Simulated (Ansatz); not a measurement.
# C: the cost of one run

Method: DFT PBE, scalar-relativistic, in Ansatz 0.2.0.

## (1) Starting point

It takes space group Fmmm (No. 69, orthorhombic). The conventional cell has a = 2.456 Å, b = 4.254 Å, c = 6.696 Å, α = 90.00°, β = 90.00°, γ = 90.00°. C (site symmetry m2m) is surrounded by 3 C at 1.42 Å.

Coordinates:

```cif
data_structure
_symmetry_space_group_name_H-M 'Fmmm'
_symmetry_Int_Tables_number 69
_cell_length_a 2.4560
_cell_length_b 4.2540
_cell_length_c 6.6960
_cell_angle_alpha 90.000
_cell_angle_beta 90.000
_cell_angle_gamma 90.000
_cell_volume 69.96
loop_
_atom_site_label
_atom_site_type_symbol
_atom_site_symmetry_multiplicity
_atom_site_Wyckoff_symbol
_atom_site_fract_x
_atom_site_fract_y
_atom_site_fract_z
_atom_site_occupancy
C1 C 8 h 0.50000 0.66667 0.00000 1
```

The file gives the conventional cell by its symmetry; the runs use the cell typed in the input.

The cell is a deposited one (Crystallography Open Database entry 9000046); the temperature and pressure of the measurement aren't taken into account, and nothing was relaxed.

Atoms are numbered in the order of the input: C1, C2.

## (2) Volume × 0.9405, LAPW

The input, input.yaml:

```yaml
crystal:
  lattice:
    - [0.0, 2.0839490168, 3.2802356879]
    - [1.2031449895, 0.0, 3.2802356879]
    - [1.2031449895, 2.0839490168, 0.0]
  atoms:
    - { symbol: C, position: [0.16667, 0.83333, 0.16667] }
    - { symbol: C, position: [0.83333, 0.16667, 0.83333] }
kpoints:
  mp_grid: { grid: [18, 18, 18] }
scf:
  occupations: { method: fermi_dirac, width: 0.05 }
hamiltonian:
  xc: pbe
  pseudopotentials: { kind: all_electron, lapw: { basis_error: 0.00025 } }
output:
  forces: true
  stress: true
  eigenvalues: true
```

The run is started by

```bash
$ ansatz run input.yaml --threads 1 --pin off --max-ram 3072MiB --backend cpu --events-out ev --progress --plain --runs-dir out
```

What time and memory should one allow on 1 thread of Intel Xeon 6975P-C (Granite Rapids), shared host?

About 54 s, with a peak of 1.5 GiB.
